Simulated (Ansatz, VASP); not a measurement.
## One calculation of Au, two programs

The input INCAR:

```
SYSTEM = Au
  PREC = Accurate
  ENCUT = 520
  EDIFF = 1E-7
  ISMEAR = -1
  SIGMA = 0.05
  LREAL = .FALSE.
  LASPH = .TRUE.
  NELM = 100
  ALGO = Normal
  ISIF = 2
  LWAVE = .FALSE.
  LCHARG = .FALSE.
  GGA = VW
  NBANDS = 12
```

KPOINTS

```
Automatic mesh
0
G
  11 11 11
  0 0 0
```

File POSCAR:

```
Au
1.0
    0.0000000000      2.0074966285      2.0074966285
    2.0074966285      0.0000000000      2.0074966285
    2.0074966285      2.0074966285      0.0000000000
Au
1
Direct
    0.0000000000      0.0000000000      0.0000000000
```

File input.yaml:

```yaml
crystal:
  lattice:
    - [0.0, 2.0074966285, 2.0074966285]
    - [2.0074966285, 0.0, 2.0074966285]
    - [2.0074966285, 2.0074966285, 0.0]
  atoms:
    - { symbol: Au, position: [0.0, 0.0, 0.0] }
hamiltonian:
  xc: { exchange: slater, correlation: vwn5 }
  pseudopotentials: { kind: paw }
kpoints:
  mp_grid: { grid: [11, 11, 11] }
scf:
  occupations: { method: fermi_dirac, width: 0.05 }
output:
  forces: true
  stress: true
  eigenvalues: true
```

Alike in both runs: task single point; functional SVWN5; k mesh 11 × 11 × 11; occupations fermi-dirac, width 0.05 eV; no spin polarisation.

|  | VASP | Ansatz |
| --- | --- | --- |
| version | VASP 6.6.1 | Ansatz 0.2.0 |
| potentials or method | VASP PAW PBE potentials, release 64 (Au) | Ansatz PAW |
| plane-wave cutoff (eV) | 520 | 420 |
| valence electrons in the cell | 11 | 19 |

```tsv
	VASP	Ansatz	Ansatz less VASP
gap on the k mesh at the Fermi level (eV)	none	none	-
pressure (GPa)	4.6	4.9	+0.28
```

A gap of «none» marks a metal or a gap that the smearing closes. The two sets of potentials don't hold the same shells in valence.

Caveats: the PAW data sets were made with another functional, which shifts forces and pressure a little (VASP); the PAW data sets come from PBE, with cores solved anew for the run's functional, which leaves a small shift of forces and pressure (Ansatz). The runs have no spin-orbit coupling, so splittings on Au are missing.
